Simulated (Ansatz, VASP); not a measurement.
## Co2Si3 in VASP and in Ansatz

```
Co Si
1.0
     3.84790    0.00000    0.00000
    -1.92395    3.33238    0.00000
     0.00000    0.00000    4.66330
Co Si
2 3
Direct
  0.33333 0.66667 0.15727
  0.66667 0.33333 0.84273
  0.00000 0.00000 0.00000
  0.33333 0.66667 0.64507
  0.66667 0.33333 0.35493
```

Alike in both runs: functional PBE; k mesh 12 × 12 × 8; occupations gaussian, width 0.1 eV; no spin polarisation.

Ansatz relaxed the structure, and its values are those at the end. VASP's run is a single point on that final structure, the one shown.

```csv
,VASP,Ansatz
version,VASP 6.6.1,Ansatz 0.2.0
potentials or method,"VASP PAW PBE potentials, release 64 (Co, Si)","scalar-relativistic, plane waves, PAW"
plane-wave cutoff (eV),520,420
valence electrons in the cell,30,46
```

|  | VASP | Ansatz | Ansatz less VASP |
| --- | --- | --- | --- |
| gap on the k mesh at the Fermi level (eV) | none | none | - |
| pressure (GPa) | -0.1 | 0.0 | +0.07 |

A gap of «none» marks a metal or a gap that the smearing closes. The functional is the same, so the differences come from potentials, cutoffs and numerics. The two sets of potentials don't hold the same shells in valence.

Spin polarisation is off, so any magnetic state and its effect on volume and gap are missing.
